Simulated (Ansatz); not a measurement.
## Where the states of Te lie

```cif
data_structure
_symmetry_space_group_name_H-M 'Fm-3m'
_symmetry_Int_Tables_number 225
_cell_length_a 4.8342
_cell_length_b 4.8342
_cell_length_c 4.8342
_cell_angle_alpha 90.000
_cell_angle_beta 90.000
_cell_angle_gamma 90.000
_cell_volume 112.97
loop_
_atom_site_label
_atom_site_type_symbol
_atom_site_symmetry_multiplicity
_atom_site_Wyckoff_symbol
_atom_site_fract_x
_atom_site_fract_y
_atom_site_fract_z
_atom_site_occupancy
Te1 Te 4 a 0.00000 0.00000 0.00000 1
```

The runs use the primitive cell with vectors (0.000, 2.417, 2.417), (2.417, 0.000, 2.417), (2.417, 2.417, 0.000) Å, to which the k mesh refers.

The structure comes from a relaxation in the same program, started in the fcc type, and has space group Fm-3m. Whether it is a known phase or the ground state wasn't checked.

No spin–orbit coupling, which matters for the heavy atoms here.

These are results of DFT, PBE, all-electron LAPW, scalar-relativistic in Ansatz 0.2.0, not measurements.

Sampling and basis: a Γ-centred 14×14×14 k mesh, Fermi–Dirac smearing of 0.05 eV, basis error target 0.25 meV/atom, no spin polarisation.

States per eV and cell, averaged over 0.4 eV, from -13.0 to 4.0 eV, with energies (bin centres) from the Fermi level; empty bins are left out. 

| E (eV) | total |
| --- | --- |
| -12.9 | 0.24 |
| -12.5 | 0.30 |
| -12.1 | 0.36 |
| -11.7 | 0.44 |
| -11.3 | 0.58 |
| -10.9 | 0.83 |
| -10.5 | 0.83 |
| -10.1 | 0.90 |
| -9.7 | 0.27 |
| -6.1 | 0.01 |
| -5.7 | 0.19 |
| -5.3 | 0.37 |
| -4.9 | 0.71 |
| -4.5 | 1.16 |
| -4.1 | 0.76 |
| -3.7 | 0.42 |
| -3.3 | 0.59 |
| -2.9 | 0.59 |
| -2.5 | 0.60 |
| -2.1 | 0.59 |
| -1.7 | 0.66 |
| -1.3 | 0.75 |
| -0.9 | 0.92 |
| -0.5 | 0.99 |
| -0.1 | 0.94 |
| 0.3 | 0.91 |
| 0.7 | 0.88 |
| 1.1 | 0.85 |
| 1.5 | 0.83 |
| 1.9 | 0.58 |
| 2.3 | 0.40 |
| 2.7 | 0.27 |
| 3.1 | 0.03 |
| 3.9 | 0.02 |
